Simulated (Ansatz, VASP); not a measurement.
**Two plane-wave programs on SnS2**

Contents of INCAR:

```
PREC = Accurate
ENCUT = 600
EDIFF = 1E-6
ISMEAR = 0
SIGMA = 0.02
LREAL = F
LASPH = T
NELM = 100
ALGO = Fast
ISIF = 3
LWAVE = F
LCHARG = F
GGA = PE
IVDW = 12
IBRION = 2
NSW = 100
EDIFFG = -0.01
```

Contents of KPOINTS:

```
regular mesh
0
Gamma
  9 9 6
```

Contents of POSCAR:

```
SnS2
1.0
    3.6743056800      0.0000000000      0.0000000000
   -1.8371528400      3.1820418800      0.0000000000
    0.0000000000      0.0000000000      6.2288317700
Sn S
1 2
Direct
    0.0000000000      0.0000000000      0.0000000000
    0.3333333400      0.6666666900      0.2346534700
    0.6666666900      0.3333333400      0.7653465300
```

Input for Ansatz:

```yaml
crystal:
  lattice:
    - [3.67430568, 0.0, 0.0]
    - [-1.83715284, 3.18204188, 0.0]
    - [0.0, 0.0, 6.22883177]
  atoms:
    - { symbol: Sn, position: [0.0, 0.0, 0.0] }
    - { symbol: S, position: [0.33333334, 0.66666669, 0.23465347] }
    - { symbol: S, position: [0.66666669, 0.33333334, 0.76534653] }
basis:
  ecutwfc: 420
kpoints:
  mp_grid: { grid: [9, 9, 6] }
hamiltonian:
  xc: pbe
  dispersion: d3bj
scf:
  occupations: { method: gaussian, width: 0.02 }
output:
  forces: true
  stress: true
  eigenvalues: true
  write_density: true
  write_potential: true
  elf: true
  volumetric_format: npy
relax:
  adjacent_minimum: "off"
  f_tol: 0.01
  max_steps: 80
  cell: { stress_tol: 0.05 }
```

Alike in both runs: task relaxation of cell and atoms; functional PBE; dispersion D3(BJ); k mesh 9 × 9 × 6; occupations gaussian, width 0.02 eV; no spin polarisation.

```csv
,VASP,Ansatz
version,VASP 6.6.1,Ansatz 0.2.0
potentials or method,"VASP PAW PBE potentials, release 64 (Sn_d, S)","scalar-relativistic, plane waves, PAW"
plane-wave cutoff (eV),600,420
valence electrons in the cell,26,26
```

Ansatz gave:

```
gap on the k mesh at the Fermi level, each at its own relaxed structure (eV) : 1.24
relaxed volume (Å³/atom)                                                     : 22.58
relaxed cell length with the largest relative difference (Å)                 : 5.810
energy change over the relaxation (meV/atom)                                 : -10
```

Estimate VASP's values.

gap on the k mesh at the Fermi level, each at its own relaxed structure (eV): 1.27; relaxed volume (Å³/atom): 22.60; relaxed cell length with the largest relative difference (Å): 5.821; energy change over the relaxation (meV/atom): -10.

Ansatz warned: «structure_snapped_to_symmetry».

Caveats: spin-orbit coupling is left out, which moves the levels of the heavy elements; an odd mesh through Γ misses points on the zone boundary, where band edges often lie.
